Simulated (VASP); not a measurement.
Runs of VASP 6.6.1 on CsI. Symmetry: Pm-3m, No. 221, cubic system. Conventional cell: a = 4.665 Å, b = 4.665 Å, c = 4.665 Å, α = 90.00°, β = 90.00°, γ = 90.00°. Around Cs (site symmetry m-3m) lie 8 I at 4.04 Å. I (site symmetry m-3m) is surrounded by 8 Cs at 4.04 Å. The cell comes from a database or a generator and needn't be the stable form of this composition.

```csv
task,cell,gap on the mesh (eV),pressure (GPa)
single point,volume scaled by 0.95,(a),0.2
electric field gradients,"volume scaled by 1.05, crystal datasets",4.23,-0.8
electric field gradients,"volume scaled by 1.05, PAW files",4.23,-0.8
single point,as given,4.39,-0.4
```

Alike in all rows: level r2SCAN; potentials or basis VASP PAW PBE potentials, release 64 (Cs_sv, I); no spin polarisation; k mesh 7 × 7 × 7; cutoff (eV) 520; smearing fermi-dirac 0.02 eV.

Estimate the missing entries.

(a) 4.58.

Caveats: the PAW data sets were made with another functional, which shifts forces and pressure a little; spin-orbit coupling is left out, which moves the levels of the heavy elements; an odd mesh through Γ misses points on the zone boundary, where band edges often lie.

A k mesh can miss the band edges, and the runs leave out spin-orbit coupling on Cs, I.
